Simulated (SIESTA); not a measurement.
Al:

```xyz
2
Lattice="2.8125 0.0000 0.0000 -1.4062 2.4357 0.0000 0.0000 0.0000 4.8669" Properties=species:S:1:pos:R:3 pbc="T T T"
Al    0.0000    1.6238    1.2167
Al    1.4062    0.8119    3.6501
```

This isn't the form of Al at room conditions, which is fcc.

* Program: SIESTA 5.4.2
* Task: single point
* Functional: PBE
* Potentials or basis: PseudoDojo 0.4 standard (PBE files)
* Basis: DZP (energy shift 0.003 Ry)
* Grid cutoff: 500 Ry
* Energy shift: 0.003 Ry
* k mesh: 11 × 11 × 6
* Occupations: fermi-dirac, width 0.05 eV
* Spin: no spin polarisation

On this cell: pressure 0.0 GPa; largest force under 0.003 eV/Å; band gap on the k mesh none (metal or under the smearing width).

The same run follows on a disturbed copy (atoms moved at random, drawn with an rms of 0.05 Å):

```
Al
1.0
     2.81246    0.00000    0.00000
    -1.40623    2.43566    0.00000
     0.00000    0.00000    4.86685
Al
2
Direct
  0.31442 0.64697 0.24540
  0.66979 0.33912 0.75318
```

Problem. What does the disturbed cell give?

Solution. The energy (extrapolated to zero smearing) moves by +2.3 meV/atom; pressure 0.1 GPa; largest force 0.146 eV/Å; band gap on the k mesh none (metal or under the smearing width).

Forces in eV/Å, atoms in the order of the input:
```
Al   0.026  0.050  0.135
Al  -0.026 -0.050 -0.135
```

Stress tensor (GPa, compression positive):
```
 1.96  0.03  0.04
 0.03  1.82  0.08
 0.04  0.08 -3.41
```

Caveats: the basis of atomic orbitals isn't converged, which shifts pressures, moduli and gaps.
